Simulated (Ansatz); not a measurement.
A run of Ansatz 0.2.0:

File input.yaml:

```yaml
crystal:
  lattice:
    - [0.0, 2.694, 2.694]
    - [2.694, 0.0, 2.694]
    - [2.694, 2.694, 0.0]
  atoms:
    - { symbol: Cd, position: [0.0, 0.0, 0.0] }
    - { symbol: F, position: [0.75, 0.75, 0.75] }
    - { symbol: F, position: [0.25, 0.25, 0.25] }
hamiltonian:
  xc: pbesol
  pseudopotentials: { kind: paw }
  dispersion: d4
kpoints:
  mp_grid: { grid: [9, 9, 9] }
scf:
  occupations: { method: fermi_dirac, width: 0.05 }
output:
  forces: true
  stress: true
relax:
  f_tol: 0.01
  max_steps: 40
  cell: { stress_tol: 0.05 }
```

Potentials or basis: Ansatz PAW.

Command:

```bash
$ ansatz run input.yaml --threads 2 --pin off --max-ram 5632MiB --backend cpu --events-out ev --progress --plain --runs-dir out
```

Hardware: 2 threads of Intel(R) Xeon(R) 6975P-C (Granite Rapids) (shared host).

**Question.** How long does it take, and how much memory?

**Answer.** Wall time 2.4 s on 2 threads of Intel(R) Xeon(R) 6975P-C (Granite Rapids), on a shared host, peak memory 0.38 GiB. Counts: scf iterations 26, plane waves 749, k points 35, bands 21, ion steps 5.
